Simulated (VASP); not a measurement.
A run of VASP 6.6.1:

The input INCAR:

```
  PREC = Accurate
  ENCUT = 520
  EDIFF = 1E-6
  ISMEAR = 0
  SIGMA = 0.01
  LREAL = F
  LASPH = T
  NELM = 60
  ALGO = Conjugate
  ISIF = 2
  LWAVE = F
  LCHARG = F
  ISPIN = 2
  MAGMOM = 0 0
  LORBIT = 11
  GGA = PS
  LUSE_VDW = T
  IVDW_NL = 2
  BPARAM = 20.0
  CPARAM = 0.0093
  LHYPERFINE = T
  AMIX = 0.8
```

The input KPOINTS:

```
Automatic mesh
0
Gamma
  8 8 8
```

Contents of POSCAR:

```
InP
1.0
    0.0000000000      2.9305000000      2.9305000000
    2.9305000000      0.0000000000      2.9305000000
    2.9305000000      2.9305000000      0.0000000000
In P
1 1
Direct
    0.0000000000      0.0000000000      0.0000000000
    0.7500000000      0.7500000000      0.7500000000
```

Potentials or basis: VASP PAW PBE potentials, release 64 (In_d, P).

Command:

```bash
$ cat potpaw_PBE.64/In_d/POTCAR potpaw_PBE.64/P/POTCAR > POTCAR
$ mpirun -np 1 vasp_std > vasp.out
```

Hardware: 1 thread of Intel(R) Xeon(R) Platinum 8375C CPU @ 2.90GHz (Ice Lake) (shared host).

Estimate the wall time of this run.

Run time: 2.8 min on 1 thread of Intel(R) Xeon(R) Platinum 8375C CPU @ 2.90GHz (Ice Lake) (shared host), peak memory 0.38 GiB. Counts: scf iterations 18, k points 29.
